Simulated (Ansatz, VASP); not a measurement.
# CuI: VASP beside Ansatz

Contents of INCAR:

```
SYSTEM = CuI
  ALGO = Normal
  EDIFF = 1E-7
  ENCUT = 520
  GGA = PE
  ISIF = 2
  ISMEAR = 0
  ISPIN = 2
  LASPH = .TRUE.
  LCHARG = .FALSE.
  LMAXMIX = 4
  LORBIT = 11
  LREAL = .FALSE.
  LWAVE = .FALSE.
  MAGMOM = 1 0
  NBANDS = 20
  NELM = 150
  PREC = Accurate
  SIGMA = 0.1
```

KPOINTS

```
k-points
0
G
  6 6 6
  0 0 0
```

Contents of POSCAR:

```
CuI
1.0
    0.0000000000      3.0315000000      3.0315000000
    3.0315000000      0.0000000000      3.0315000000
    3.0315000000      3.0315000000      0.0000000000
Cu I
1 1
Direct
    0.7500000000      0.7500000000      0.7500000000
    0.0000000000      0.0000000000      0.0000000000
```

Input for Ansatz:

```yaml
crystal:
  lattice:
    - [0.0, 3.0315, 3.0315]
    - [3.0315, 0.0, 3.0315]
    - [3.0315, 3.0315, 0.0]
  atoms:
    - { symbol: Cu, position: [0.75, 0.75, 0.75], spin: 1.0 }
    - { symbol: I, position: [0.0, 0.0, 0.0] }
basis:
  ecutwfc: 420
kpoints:
  mp_grid: { grid: [6, 6, 6] }
hamiltonian:
  xc: pbe
scf:
  occupations: { method: gaussian, width: 0.1 }
output:
  forces: true
  stress: true
  eigenvalues: true
  populations: true
magnetization:
  spin_polarized: true
```

Alike in both runs: task single point; functional PBE; k mesh 6 × 6 × 6; occupations gaussian, width 0.1 eV; collinear spin.

|  | VASP | Ansatz |
| --- | --- | --- |
| version | VASP 6.6.1 | Ansatz 0.2.0 |
| potentials or method | VASP PAW PBE potentials, release 64 (Cu, I) | scalar-relativistic, plane waves, PAW |
| plane-wave cutoff (eV) | 520 | 420 |
| valence electrons in the cell | 18 | 36 |

|  | VASP | Ansatz | Ansatz less VASP |
| --- | --- | --- | --- |
| gap on the k mesh at the Fermi level (eV) | 1.14 | 1.12 | -0.022 |
| least direct gap on the mesh (eV) | 1.14 | 1.12 | -0.022 |
| pressure (GPa) | 0.4 | 0.3 | -0.04 |
| net moment per atom (μB) | 0.00 | 0.00 | 0.000 |

The two sets of potentials don't hold the same shells in valence. Ansatz warned: «seeded_moment_not_kept».

Caveats: spin-orbit coupling is left out, which moves the levels of the heavy elements. PBE gaps usually lie below the measured ones, often by a third to a half.
